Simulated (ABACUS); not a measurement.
InAs:

```
In As
1.0
     0.00000    3.01800    3.01800
     3.01800    0.00000    3.01800
     3.01800    3.01800    0.00000
In As
1 1
Direct
  0.00000 0.00000 0.00000
  0.75000 0.75000 0.75000
```

| Property | Result |
| --- | --- |
| Program | ABACUS 3.10.1 |
| Task | relaxation of cell and atoms |
| Functional | r2SCAN |
| Potentials or basis | SG15 ONCV 1.2 PBE |
| Cutoff | 1320 eV |
| Density cutoff | 5279 eV |
| Basis | plane waves |
| k mesh | 5 × 5 × 5 |
| Occupations | fermi-dirac, width 0.05 eV |
| Spin | no spin polarisation |

At the start: pressure 2.0 GPa; volume 27.49 Å³/atom.

Question: How do energy, volume and symmetry change on relaxing?

Answer: Over 4 steps the energy falls by 5.4 meV/atom and the volume is 28.39 Å³/atom (+3.3 %); space group F-43m (No. 216, to 0.05 Å).

Step by step:
```csv
step,energy change (eV),largest force (eV/Å),pressure (GPa),volume (Å³)
1,0.0000,0.0000,1.96,54.98
2,-0.0043,0.0000,1.50,55.38
3,-0.0108,0.0000,0.06,56.72
4,-0.0108,0.0000,0.00,56.78
```

Final structure:
```xyz
2
Lattice="0.0000 3.0505 3.0505 3.0505 0.0000 3.0505 3.0505 3.0505 0.0000" Properties=species:S:1:pos:R:3 pbc="T T T"
In    0.0000    0.0000    0.0000
As    4.5758    4.5758    4.5758
```

Caveat: the k mesh is coarse (spacing up to 0.36 Å⁻¹), so the values aren't converged; the potentials were made for another functional, which shifts forces and pressure.
